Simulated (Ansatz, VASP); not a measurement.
This is a calculation of GaN for Ansatz 0.2.0.

Contents of input.yaml:

```yaml
crystal:
  lattice:
    - [3.1370217585, 0.0, 0.0]
    - [-1.5685108793, 2.7167405351, 0.0]
    - [0.0, 0.0, 5.0961806304]
  atoms:
    - { symbol: Ga, position: [0.6666666667, 0.3333333333, 0.5] }
    - { symbol: Ga, position: [0.3333333333, 0.6666666667, 0.0] }
    - { symbol: "N", position: [0.6666666667, 0.3333333333, 0.875] }
    - { symbol: "N", position: [0.3333333333, 0.6666666667, 0.375] }
hamiltonian:
  xc: pbesol
  pseudopotentials: { kind: paw }
  dispersion: d3bj
kpoints:
  mp_grid: { grid: [10, 10, 5] }
scf:
  occupations: { method: fermi_dirac, width: 0.05 }
output:
  forces: true
  stress: true
  eigenvalues: true
```

Potentials or basis: Ansatz PAW.

Launch:

```sh
$ ansatz run input.yaml --threads 2 --pin off --max-ram 5120MiB --backend cpu --events-out ev --progress --plain --runs-dir out
```

Problem. Set up the same calculation for VASP 6.6.1. Potentials there: VASP PAW PBE potentials, release 64 (Ga_d, N).

Solution. As run (the cutoff follows the program's own potentials):

Contents of INCAR:

```
SYSTEM = GaN
ALGO     = Normal         ! electronic algorithm
EDIFF    = 1E-7           ! SCF threshold, eV
ENCUT    = 520            ! plane-wave cutoff, eV
GGA      = PS             ! functional
ISIF     = 2              ! what is computed and relaxed
ISMEAR   = -1             ! smearing method
IVDW     = 12             ! dispersion correction
LASPH    = .TRUE.         ! aspherical terms in the spheres
LCHARG   = .TRUE.         ! write CHGCAR
LELF     = .TRUE.         ! ELF
LREAL    = .FALSE.        ! projectors in reciprocal space
LVHAR    = .TRUE.       
LWAVE    = .FALSE.        ! write WAVECAR
NBANDS   = 26             ! bands
NELM     = 60             ! most SCF steps
PREC     = Accurate       ! precision mode
SIGMA    = 0.05           ! smearing width, eV
```

The input KPOINTS:

```
k-points
0
G
  10 10 5
  0 0 0
```

Contents of POSCAR:

```
GaN
1.0
    3.1370217585      0.0000000000      0.0000000000
   -1.5685108793      2.7167405351      0.0000000000
    0.0000000000      0.0000000000      5.0961806304
Ga N
2 2
Direct
    0.6666666667      0.3333333333      0.5000000000
    0.3333333333      0.6666666667      0.0000000000
    0.6666666667      0.3333333333      0.8750000000
    0.3333333333      0.6666666667      0.3750000000
```

Potentials or basis: VASP PAW PBE potentials, release 64 (Ga_d, N).

Command:

```bash
$ cat potpaw_PBE.64/Ga_d/POTCAR potpaw_PBE.64/N/POTCAR > POTCAR
$ mpirun -np 1 vasp_std > vasp.out
```

Both were run:

|  | VASP | Ansatz | Ansatz less VASP |
| --- | --- | --- | --- |
| gap on the k mesh at the Fermi level (eV) | 2.20 | 2.18 | -0.022 |
| least direct gap on the mesh (eV) | 2.20 | 2.18 | -0.022 |
| pressure (GPa) | 5.9 | 6.2 | +0.25 |
| largest component of the traceless stress (GPa) | 1.66 | 1.65 | -0.012 |
| rms of the force components (eV/Å) | 0.082 | 0.084 | +0.0014 |
| dispersion energy (meV/atom) | -232.7 | -232.8 | -0.06 |

Atom by atom the forces differ by 0.001 eV/Å (rms over components).

Caveats: the PAW data sets were made with another functional, which shifts forces and pressure a little (VASP); odd divisions of the mesh miss points on the zone boundary, where band edges often lie, so the gap on the mesh can be too wide (Ansatz); the pressure holds a Pulay correction of +0.6 GPa for the finite cutoff (Ansatz); the PAW data sets come from PBE, with cores solved anew for the run's functional, which leaves a small shift of forces and pressure (Ansatz). PBEsol gaps usually lie below the measured ones, often by a third to a half.
